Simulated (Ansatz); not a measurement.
# SiC: the cost of one run

Computed with Ansatz 0.2.0 (DFT PBE0, scalar-relativistic, plane waves, PAW, unless a step's input says otherwise).

### Step 1. Starting point

Symmetry: Fm-3m, No. 225, cubic system. Conventional cell: a = 4.000 Å, b = 4.000 Å, c = 4.000 Å, α = 90.00°, β = 90.00°, γ = 90.00°. Si (site symmetry m-3m) has 6 C at 2.00 Å as nearest neighbours. C (site symmetry m-3m) has 6 Si at 2.00 Å as nearest neighbours.

Structure file:

```cif
data_structure
_symmetry_space_group_name_H-M 'Fm-3m'
_symmetry_Int_Tables_number 225
_cell_length_a 4.0000
_cell_length_b 4.0000
_cell_length_c 4.0000
_cell_angle_alpha 90.000
_cell_angle_beta 90.000
_cell_angle_gamma 90.000
_cell_volume 64.00
loop_
_atom_site_label
_atom_site_type_symbol
_atom_site_symmetry_multiplicity
_atom_site_Wyckoff_symbol
_atom_site_fract_x
_atom_site_fract_y
_atom_site_fract_z
_atom_site_occupancy
Si1 Si 4 a 0.00000 0.00000 0.00000 1
C1 C 4 b 0.50000 0.00000 0.00000 1
```

This is a trial structure built by rule; it need not be a known or stable form of this composition.

The cell is the ideal cubic rocksalt prototype; whether it is the stable structure of this composition wasn't checked.

### Step 2. Seeking zero pressure, try 1

The input, input.yaml:

```yaml
crystal:
  lattice:
    - [0.0, 2.0, 2.0]
    - [2.0, 0.0, 2.0]
    - [2.0, 2.0, 0.0]
  atoms:
    - { symbol: Si, position: [0.0, 0.0, 0.0] }
    - { symbol: C, position: [0.5, 0.5, 0.5] }
basis:
  ecutwfc: 420
kpoints:
  mp_grid: { grid: [8, 8, 8] }
hamiltonian:
  xc: pbe0
scf:
  occupations: { method: gaussian, width: 0.05 }
output:
  forces: true
  stress: true
  eigenvalues: true
```

The run is started by

```
$ ansatz run input.yaml --threads 4 --pin off --max-ram 12288MiB --backend cpu --events-out ev --progress --plain --runs-dir out
```

**Question.** How long does this run take on 4 threads of Intel Xeon 6975P-C (Granite Rapids), shared host, and how much memory does it need?

About 6.8 s, with a peak of 0.88 GiB.
